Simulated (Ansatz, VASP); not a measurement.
# Two plane-wave programs on Cu3Cl

```
Cu Cl
1.0
     3.83799    0.00000    0.00000
     0.00000    3.83799    0.00000
     0.00000    0.00000    3.83799
Cu Cl
3 1
Direct
  0.00000 0.50000 0.50000
  0.50000 0.00000 0.50000
  0.50000 0.50000 0.00000
  0.00000 0.00000 0.00000
```

Alike in both runs: functional PBE; k mesh 12 × 12 × 12; occupations gaussian, width 0.1 eV; no spin polarisation.

Ansatz relaxed the structure, and its values are those at the end. VASP's run is a single point on that final structure, the one shown.

|  | VASP | Ansatz |
| --- | --- | --- |
| version | VASP 6.6.1 | Ansatz 0.2.0 |
| potentials or method | VASP PAW PBE potentials, release 64 (Cu, Cl) | scalar-relativistic, plane waves, PAW |
| plane-wave cutoff (eV) | 520 | 420 |
| valence electrons in the cell | 40 | 64 |

```csv
,VASP,Ansatz,Ansatz less VASP
gap on the k mesh at the Fermi level (eV),0.17,0.16,-0.007
least direct gap on the mesh (eV),0.19,0.21,+0.012
pressure (GPa),0.2,0.0,-0.20
```

The functional is the same, so the differences come from potentials, cutoffs and numerics. The two sets of potentials don't hold the same shells in valence.
